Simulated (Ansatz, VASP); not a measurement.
**Two plane-wave programs on NaF**

The input INCAR:

```
PREC = Accurate ; ENCUT = 520
EDIFF = 1E-6 ; ISMEAR = 0
SIGMA = 0.05 ; LREAL = False
LASPH = True ; NELM = 100
ALGO = Normal ; ISIF = 2
LWAVE = False ; LCHARG = False
GGA = PE ; NBANDS = 14
```

Contents of KPOINTS:

```
Automatic mesh
0
Gamma
  8 8 8
```

The input POSCAR:

```
NaF
1.0
    0.0000000000      2.1927305400      2.3233000000
    2.4538694600      0.0000000000      2.3233000000
    2.4538694600      2.1927305400      0.0000000000
Na F
1 1
Direct
    0.0000000000      0.0000000000      0.0000000000
    0.5000000000      0.5000000000      0.5000000000
```

Input for Ansatz:

```yaml
crystal:
  lattice:
    - [0.0, 2.19273054, 2.3233]
    - [2.45386946, 0.0, 2.3233]
    - [2.45386946, 2.19273054, 0.0]
  atoms:
    - { symbol: Na, position: [0.0, 0.0, 0.0] }
    - { symbol: F, position: [0.5, 0.5, 0.5] }
basis:
  ecutwfc: 420
kpoints:
  mp_grid: { grid: [8, 8, 8] }
hamiltonian:
  xc: pbe
scf:
  occupations: { method: gaussian, width: 0.05 }
output:
  forces: true
  stress: true
  eigenvalues: true
```

Change from the starting cell: strain +0.0562 x Voigt [1, -1, 0, 0, 0, 0], atoms carried along.

Alike in both runs: task single point; functional PBE; k mesh 8 × 8 × 8; occupations gaussian, width 0.05 eV; no spin polarisation.

```csv
,VASP,Ansatz
version,VASP 6.6.1,Ansatz 0.2.0
potentials or method,"VASP PAW PBE potentials, release 64 (Na_pv, F)","scalar-relativistic, plane waves, PAW"
plane-wave cutoff (eV),520,420
valence electrons in the cell,14,16
```

Ansatz gave:

```
gap on the k mesh at the Fermi level (eV)       : 6.27
least direct gap on the mesh (eV)               : 6.27
pressure (GPa)                                  : 3.1
largest component of the traceless stress (GPa) : 5.54
```

Question: Which values does VASP return?

Answer: gap on the k mesh at the Fermi level (eV): 6.25; least direct gap on the mesh (eV): 6.25; pressure (GPa): 3.0; largest component of the traceless stress (GPa): 5.74.

The two sets of potentials don't hold the same shells in valence.
